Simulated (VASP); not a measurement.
A run of VASP 6.6.1 is set up as follows.

File INCAR:

```
ALGO = Normal ; EDIFF = 1E-6
ENCUT = 520 ; GGA = PE
ISIF = 2 ; ISMEAR = -1
ISPIN = 2 ; LASPH = True
LCHARG = True ; LELF = True
LORBIT = 11 ; LREAL = Auto
LVHAR = True ; LWAVE = False
MAGMOM = 0 0 0 0 0 0 0 0 0 0 0 0 0 0 0 0 0 0 0 ; NBANDS = 58
NELM = 150 ; PREC = Accurate
SIGMA = 0.05
```

Contents of KPOINTS:

```
k-points
0
Gamma
  2 2 1
```

File POSCAR:

```
C18O
1.0
    7.3980000000      0.0000000000      0.0000000000
   -3.6990000000      6.4068560000      0.0000000000
    0.0000000000      0.0000000000     11.0000000000
C O
18 1
Direct
   -0.0020414554      0.0069441236      0.1137176364
    0.2226902587      0.1148663244      0.0900046364
   -0.0055447365      0.3350200161      0.0821191818
    0.2176570200      0.4463107958      0.0826375455
   -0.0019989689      0.6654908429      0.0900393636
    0.2154868238      0.7771020607      0.0877752727
    0.3285548694      0.0032324747      0.0877671818
    0.5515441000      0.1140606251      0.0835752727
    0.3295522390      0.3349784980      0.0821288182
    0.5495993281      0.4453143632      0.0821490000
    0.3276491109      0.6662757833      0.0835597273
    0.5506356799      0.7771045580      0.0877686364
    0.6636970920      0.0032217050      0.0877651818
    0.8812019011      0.1148998823      0.0900102727
    0.6615208426      0.3340224909      0.0826606364
    0.8847380935      0.4453599394      0.0821348182
    0.6564711203      0.6654307511      0.0900431818
    0.8811768659      0.7733950943      0.1137574545
    0.9396070868      0.8902182287      0.2276591818
```

Potentials or basis: VASP PAW PBE potentials, release 64 (C, O).

Command:

```bash
$ cat potpaw_PBE.64/C/POTCAR potpaw_PBE.64/O/POTCAR > POTCAR
$ mpirun -np 1 vasp_std > vasp.out
```

(1) Estimate the band gap on the k mesh.

(2) What does it give for the largest force?

## Answers

(1) 0.21 eV, direct.

(2) 0.342 eV/Å.

Caveat: the k mesh is coarse (spacing up to 0.49 Å⁻¹), so the values aren't converged.
